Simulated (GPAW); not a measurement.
Runs of GPAW 26.7.0 on TiO2. Symmetry: P4_2/mnm, No. 136, tetragonal system. The conventional cell has a = 4.600 Å, b = 4.600 Å, c = 2.959 Å, α = 90.00°, β = 90.00°, γ = 90.00°. Ti (site symmetry mmm) is surrounded by 6 O at 1.95 to 1.98 Å. O (site symmetry m2m) has 3 Ti at 1.95 to 1.98 Å as nearest neighbours. The cell is a database's computed one.

| task | level | potentials or basis | cell | cutoff (eV) | band path | band points | optimizer | fmax | max steps | gap on the mesh (eV) | pressure (GPa) | relaxed volume (Å³/atom) | largest force (eV/Å) |
| --- | --- | --- | --- | --- | --- | --- | --- | --- | --- | --- | --- | --- | --- |
| band structure | WC | PAW data sets generated in the run's folder for this functional, pw | as given | 800 | GXMGZRAZ,XR,MA | 80 | - | - | - | 1.84 | -1.4 | - | (b) |
| relaxation of cell and atoms | rSCAN | GPAW PAW data sets (gpaw-data 1.2.1), pw | relaxed to 1 GPa | 800 | - | - | FIRE | 0.02 eV/Å | 60 | 2.20 | 1.1 | - | 0.01 |
| band structure | PBEsol | PAW data sets generated in the run's folder for this functional, pw | as given | 800 | GXMGZRAZ,XR,MA | 60 | - | - | - | 1.84 | -1.4 | - | 0.03 |
| band structure | GLLB-SC | the program's PAW data sets (release 1.2.1) made for this functional, pw | as given | 800 | GXMGZRAZ,XR,MA | 80 | - | - | - | 3.78 | - | - | - |
| relaxation of cell and atoms | PBEsol | PAW data sets generated in the run's folder for this functional, pw | relaxed | 800 | - | - | LBFGS | 0.02 eV/Å | 100 | 1.85 | 0.1 | 10.37 | - |
| relaxation of cell and atoms | BLYP | PAW data sets generated in the run's folder for this functional, pw | relaxed | 800 | - | - | BFGS | 0.05 eV/Å | 100 | 1.82 | 0.2 | 10.92 | 0.04 |
| band structure | PBE | JTH PAW 2.0, PBE, pw | as given | 800 | GXMGZRAZ,XR,MA | 80 | - | - | - | (a) | 4.8 | - | 0.01 |

Alike in all rows: no spin polarisation; k mesh 4 × 4 × 6; smearing fermi-dirac 0.05 eV.

Q: Fill in the values left out.

A: (a) 1.86; (b) 0.02.

Caveats: later steps reuse the first step's grids (some runs); the PAW data sets were made with another functional, which shifts forces and pressure a little (some runs); the GLLB-SC gap is the Kohn-Sham gap of the path plus the derivative discontinuity (some runs); a model potential gives levels but no total energy (some runs); the program truncates these outside data sets (some runs).

A k mesh can miss the band edges.
